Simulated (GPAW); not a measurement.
# Ga (I4/mmm) in GPAW: convergence with smearing width (eV)

Aim: find how far smearing width (eV) must go before the results for Ga settle, at PBEsol. This setting moves, with any that are tied to it; all else stays.

Everything below comes from runs of GPAW 26.7.0. Logs are shortened: lines on timing, memory, paths and dates and some standing lists are left out, and cuts for length are marked. The log counts tension as positive stress, the text compression.

### Step 1. The structure

The structure is tetragonal, space group I4/mmm (No. 139). The conventional cell has a = 2.769 Å, b = 2.769 Å, c = 4.622 Å, α = 90.00°, β = 90.00°, γ = 90.00°. Ga (site symmetry 4/mmm) is surrounded by 12 Ga at 2.77 to 3.03 Å.

This isn't the form of Ga at room conditions, which is orthorhombic.

### Step 2. With smearing width (eV) 0.5

File run.py:

```python
from ase.dft.bandgap import bandgap
from ase.io import read, write
from ase.units import GPa
from gpaw import GPAW, PW, setup_paths

setup_paths.insert(0, '.')

atoms = read('Ga.xyz')

calc = GPAW(mode=PW(600),
            xc='PBEsol',
            kpts={'size': (10, 10, 10), 'gamma': True},
            occupations={'name': 'methfessel-paxton', 'width': 0.5, 'order': 1},
            nbands=7,
            convergence={'density': 1e-05, 'energy': 1e-05},
            maxiter=100,
            txt='gpaw.txt')
atoms.calc = calc
energy = atoms.get_potential_energy()
forces = atoms.get_forces()
stress = atoms.get_stress()
calc.write('gs.gpw')
write('result.traj', atoms)
print(f'Energy: {energy:.6f} eV')
print('Forces (eV/A):')
print(forces.round(4))
print('Stress (GPa):', (stress / GPa).round(3))
print('Fermi level:', round(calc.get_fermi_level(), 4), 'eV')
print(f'Gap: {bandgap(calc)[0]:.4f} eV, direct: {bandgap(calc, direct=True)[0]:.4f} eV')
```

File Ga.xyz:

```xyz
1
Lattice="-1.3843987196 1.3843987196 2.3112238365 1.3843987196 -1.3843987196 2.3112238365 1.3843987196 1.3843987196 -2.3112238365" Properties=species:S:1:pos:R:3 pbc="T T T"
Ga     0.0000000000      0.0000000000      0.0000000000
```

Potentials or basis: PAW data sets generated in the run's folder for this functional, pw.

The run is started by

```
gpaw-setup -f PBEsol Ga
OMP_NUM_THREADS=1 python run.py
```

Wall time 12 s (1 thread of Arm Neoverse V1, shared host); peak memory 0.13 GiB.

What came out:

| Quantity | Value |
| --- | --- |
| Free energy | -3.3318 eV |
| Pressure | 0.5 GPa |
| Band gap on the k mesh | none (metal or under the smearing width) |

### Step 3. With smearing width (eV) 0.3

Changes to run.py since step 2:

```diff
@@ -12,3 +12,3 @@
             kpts={'size': (10, 10, 10), 'gamma': True},
-            occupations={'name': 'methfessel-paxton', 'width': 0.5, 'order': 1},
+            occupations={'name': 'methfessel-paxton', 'width': 0.3, 'order': 1},
             nbands=7,
```

Ga.xyz is that of step 2.

Potentials or basis: PAW data sets generated in the run's folder for this functional, pw.

The run is started by

```
gpaw-setup -f PBEsol Ga
OMP_NUM_THREADS=1 python run.py
```

Wall time 12 s (1 thread of Arm Neoverse V1, shared host); peak memory 0.13 GiB.

Results:

- Free energy: -3.3314 eV
- Pressure: 0.6 GPa
- Band gap on the k mesh: none (metal or under the smearing width)

### Step 4. With smearing width (eV) 0.2

Changes to run.py since step 3:

```diff
@@ -12,3 +12,3 @@
             kpts={'size': (10, 10, 10), 'gamma': True},
-            occupations={'name': 'methfessel-paxton', 'width': 0.3, 'order': 1},
+            occupations={'name': 'methfessel-paxton', 'width': 0.2, 'order': 1},
             nbands=7,
```

Ga.xyz is that of step 3.

The run is started by

```
gpaw-setup -f PBEsol Ga
OMP_NUM_THREADS=1 python run.py
```

It took 12 s on 1 thread of Arm Neoverse V1, shared host; peak memory 0.13 GiB.

The run converged. Its results:

- Free energy: -3.3312 eV
- Pressure: 0.5 GPa
- Band gap on the k mesh: none (metal or under the smearing width)

### Step 5. With smearing width (eV) 0.15

Changes to run.py since step 4:

```diff
@@ -12,3 +12,3 @@
             kpts={'size': (10, 10, 10), 'gamma': True},
-            occupations={'name': 'methfessel-paxton', 'width': 0.2, 'order': 1},
+            occupations={'name': 'methfessel-paxton', 'width': 0.15, 'order': 1},
             nbands=7,
```

Ga.xyz is that of step 4.

The run is started by

```
gpaw-setup -f PBEsol Ga
OMP_NUM_THREADS=1 python run.py
```

It took 12 s on 1 thread of Arm Neoverse V1, shared host; peak memory 0.13 GiB.

Results (log left out):

```yaml
Free_energy: -3.3312 eV
Pressure: 0.5 GPa
Band_gap_on_the_k_mesh: none (metal or under the smearing width)
```

### Step 6. With smearing width (eV) 0.1

Changes to run.py since step 5:

```diff
@@ -12,3 +12,3 @@
             kpts={'size': (10, 10, 10), 'gamma': True},
-            occupations={'name': 'methfessel-paxton', 'width': 0.15, 'order': 1},
+            occupations={'name': 'methfessel-paxton', 'width': 0.1, 'order': 1},
             nbands=7,
```

Ga.xyz is that of step 5.

Potentials or basis: PAW data sets generated in the run's folder for this functional, pw.

The run is started by

```
gpaw-setup -f PBEsol Ga
OMP_NUM_THREADS=1 python run.py
```

Run time: 12 s. Hardware: 1 thread of Arm Neoverse V1, shared host; peak memory 0.13 GiB.

The run converged. Its results:

* Free energy: -3.3311 eV
* Pressure: 0.5 GPa
* Band gap on the k mesh: none (metal or under the smearing width)

### Step 7. With smearing width (eV) 0.05

Changes to run.py since step 6:

```diff
@@ -12,3 +12,3 @@
             kpts={'size': (10, 10, 10), 'gamma': True},
-            occupations={'name': 'methfessel-paxton', 'width': 0.1, 'order': 1},
+            occupations={'name': 'methfessel-paxton', 'width': 0.05, 'order': 1},
             nbands=7,
```

Ga.xyz is that of step 6.

The run is started by

```
gpaw-setup -f PBEsol Ga
OMP_NUM_THREADS=1 python run.py
```

Wall time 12 s (1 thread of Arm Neoverse V1, shared host); peak memory 0.13 GiB.

It converged, with:

```yaml
Free_energy: -3.3309 eV
Pressure: 0.5 GPa
Band_gap_on_the_k_mesh: none (metal or under the smearing width)
```

### Step 8. With smearing width (eV) 0.025

Changes to run.py since step 7:

```diff
@@ -12,3 +12,3 @@
             kpts={'size': (10, 10, 10), 'gamma': True},
-            occupations={'name': 'methfessel-paxton', 'width': 0.05, 'order': 1},
+            occupations={'name': 'methfessel-paxton', 'width': 0.025, 'order': 1},
             nbands=7,
```

Ga.xyz is that of step 7.

The run is started by

```
gpaw-setup -f PBEsol Ga
OMP_NUM_THREADS=1 python run.py
```

It took 12 s on 1 thread of Arm Neoverse V1, shared host; peak memory 0.13 GiB.

Results (log left out):

| Item | Value |
| --- | --- |
| Free energy | -3.3308 eV |
| Pressure | 0.5 GPa |
| Band gap on the k mesh | none (metal or under the smearing width) |

### Step 9. With smearing width (eV) 0.01

Changes to run.py since step 8:

```diff
@@ -12,3 +12,3 @@
             kpts={'size': (10, 10, 10), 'gamma': True},
-            occupations={'name': 'methfessel-paxton', 'width': 0.025, 'order': 1},
+            occupations={'name': 'methfessel-paxton', 'width': 0.01, 'order': 1},
             nbands=7,
```

Ga.xyz is that of step 8.

Potentials or basis: PAW data sets generated in the run's folder for this functional, pw.

The run is started by

```
gpaw-setup -f PBEsol Ga
OMP_NUM_THREADS=1 python run.py
```

gpaw.txt:

```text
__  _  _
 | _ |_)|_||  |
 |__||  | ||/\| - 26.7.0

Input parameters:
  mode=PW(ecut=600.0),
  convergence={'density': 1e-05, 'energy': 1e-05},
  kpts=MonkhorstPack(size=(10, 10, 10), gamma=True),
  maxiter=100,
  nbands=7,
  occupations=Occupations(name='methfessel-paxton', width=0.01, order=1),
  xc=XC(name='PBEsol')

Diagonalizing LCAO Hamiltonian
Converting LCAO to pw mode

       Ga

Atoms  # Å, Bohr magnetons
|   | symbol |        x |        y |        z |    initial magnetic moments |
|---|--------|----------|----------|----------|-----------------------------|
| 0 |     Ga | 0.000000 | 0.000000 | 0.000000 | ( 0.0000,  0.0000,  0.0000) |

Unit cell  # Å
| periodic |         x |         y |         z |  lengths |     angles |
|----------|-----------|-----------|-----------|----------|------------|
|      yes | -1.384399 |  1.384399 |  2.311224 | 3.029006 | 125.606528 |
|      yes |  1.384399 | -1.384399 |  2.311224 | 3.029006 | 125.606528 |
|      yes |  1.384399 |  1.384399 | -2.311224 | 3.029006 |  80.535805 |

Number of symmetries: 16
Symmetry operations  # r_c * U_cc + t_c -> r_c
|    | kind |            matrix            |
|----|------|------------------------------|
|  0 |  σ   |  1, 1, 1,  0, 0,-1,  0,-1, 0 |
|  1 |  C4  |  1, 1, 1,  0, 0,-1, -1, 0, 0 |
|  2 |  E   |  1, 0, 0,  0, 1, 0,  0, 0, 1 |
|  3 |  σ   |  1, 0, 0,  0, 1, 0, -1,-1,-1 |
|  4 |  σ   |  0, 1, 0,  1, 0, 0,  0, 0, 1 |
|  5 |  C2  |  0, 1, 0,  1, 0, 0, -1,-1,-1 |
|  6 |  C2  |  0, 0, 1, -1,-1,-1,  1, 0, 0 |
|  7 |  S4  |  0, 0, 1, -1,-1,-1,  0, 1, 0 |
|  8 |  C4  |  0, 0,-1,  1, 1, 1,  0,-1, 0 |
|  9 |  σ   |  0, 0,-1,  1, 1, 1, -1, 0, 0 |
| 10 |  σ   |  0,-1, 0, -1, 0, 0,  1, 1, 1 |
| 11 |  C2  |  0,-1, 0, -1, 0, 0,  0, 0,-1 |
| 12 |  C2  | -1, 0, 0,  0,-1, 0,  1, 1, 1 |
| 13 |  i   | -1, 0, 0,  0,-1, 0,  0, 0,-1 |
| 14 |  S4  | -1,-1,-1,  0, 0, 1,  1, 0, 0 |
| 15 |  C2  | -1,-1,-1,  0, 0, 1,  0, 1, 0 |

BZ-sampling:
  Number of BZ points: 1000
  Number of IBZ points: 102

  Monkhorst-Pack size: [10, 10, 10]
  Monkhorst-Pack shift: [0.05, 0.05, 0.05]

K-points  # in reciprocal-cell coordinates
|     |                                coordinates |     weight |
[... 63 lines left out ...]

eigensolver:
  PPCG
  Converge bands: occupied
  niter=2

density mixing:
  MSR1-Mixer
  Pratt-step length: 0.05
  Maximum mixing coefficient: 0.75
  Old densities: 10
  SVD Regularization: 0.005
  Good broyden scale: 1.0
  Trust region scale: 1.0
  Backstep threshold: 4.0
  History deletion threshold: 6.0
  Fourier metric: weight=20.0, sigma=0.015

occupation numbers:
  Methfessel-Paxton:
    width: 0.0100  # eV
    order: 1

poisson solver:
  ecut: 4800.0  # eV

xc functional:
  name: PBEsol with 2 nearest neighbor stencil

convergence criteria:
- Maximum integral of absolute [dens]ity change: 1e-05 electrons / valence electron
- Maximum [total energy] change in last 3 cyles: 1e-05 eV / valence electron
- Maximum integral of absolute [eigenst]ate change: 4e-08 eV^2 / valence electron
maximum number of iterations: 100

SCF iterations
|iter     | |      energy | eigst |  dens |
|---------|-|-------------|-------|-------|
|iter:   1| |   -3.342568 | -0.94 |       |
|iter:   2| |   -3.341465 | -3.44 | -1.05 |
|iter:   3| |   -3.331519 | -3.61 | -1.08 |
|iter:   4| |   -3.330747 | -4.34 | -1.64 |
|iter:   5| |   -3.330744 | -5.88 | -2.92 |
|iter:   6| |   -3.330744c| -6.67 | -3.37 |
|iter:   7| |   -3.330744c| -8.16c| -4.51 |
|iter:   8| |   -3.330744c| -9.38c| -5.14c|

Converged in 8 steps
Energy contributions relative to reference atoms: (reference = -52844.435394)

Energy contributions:
  Kinetic:           9.976387
  Coulomb:          -7.932692
  Zero:              0.004551
  External:          0.000000
  Xc:               -5.378969
  Entropy:          -0.000032
  Spinorbit:         0.000000
  ----------------------------
  Free energy:      -3.330755
  Extrapolated:     -3.330744

dipole moment: (-3.568166, -3.568166, -5.956976)  # |e|*Ang

Fermi level: 6.625
Eigenvalues  # (at kpt = [0.000, 0.000, 0.000])
| band index |      eig [eV] | occ [0-2] |
|------------|---------------|-----------|
|          0 |        -4.843 |     2.000 |
|          1 |        19.419 |     0.000 |
|          2 |        19.754 |     0.000 |
|          3 |        19.754 |     0.000 |
|          4 |        21.560 |     0.000 |
|          5 |        22.579 |     0.000 |
|          6 |        22.580 |     0.000 |

No gap
No difference between direct/indirect transitions

Forces  # eV/Ang
|       x |       y |       z |
|---------|---------|---------|
| 0.00000 | 0.00000 | 0.00000 |  # Ga   0

Stress tensor  # eV/Ang^3
|         x |         y |        z |
|-----------|-----------|----------|
| -0.013484 |  0.000000 | 0.000000 |
|  0.000000 | -0.013484 | 0.000000 |
|  0.000000 |  0.000000 | 0.018819 |

# Writing to gs.gpw (mode='')
```

stdout:

```text
Energy: -3.330744 eV
Forces (eV/A):
[[0. 0. 0.]]
Stress (GPa): [-2.16  -2.16   3.015  0.     0.     0.   ]
Fermi level: 6.6252 eV
Gap: 0.0000 eV, direct: 0.0000 eV
```

It took 12 s on 1 thread of Arm Neoverse V1, shared host; peak memory 0.13 GiB.

What came out:

```
Free energy            : -3.3308 eV
Pressure               : 0.4 GPa
Band gap on the k mesh : none (metal or under the smearing width)
```

### Step 10. The series at a glance

| smearing width (eV) | energy less the tightest run, at zero smearing (meV/atom) | pressure (GPa) | SCF cycles | CPU time (s) | peak memory (GiB) |
| --- | --- | --- | --- | --- | --- |
| 0.5 | -0.80 | 0.51 | 8 | 12 | 0.13 |
| 0.3 | -0.43 | 0.55 | 8 | 12 | 0.13 |
| 0.2 | -0.45 | 0.53 | 8 | 12 | 0.13 |
| 0.15 | -0.47 | 0.50 | 8 | 12 | 0.13 |
| 0.1 | -0.27 | 0.49 | 8 | 12 | 0.13 |
| 0.05 | -0.07 | 0.49 | 8 | 12 | 0.13 |
| 0.025 | -0.04 | 0.48 | 8 | 12 | 0.13 |
| 0.01 | 0.00 | 0.44 | 8 | 12 | 0.13 |

Against the tightest run, the energy stays within 1 meV/atom from 0.5 on; the pressure stays within 0.1 GPa from 0.2 on. Narrower smearing needs a denser k mesh, so at a fixed mesh the narrowest width isn't the most accurate. The tightest run that finished is the yardstick and may itself not be fully converged.

Caveats: this smearing can pin the Fermi level at a band edge.
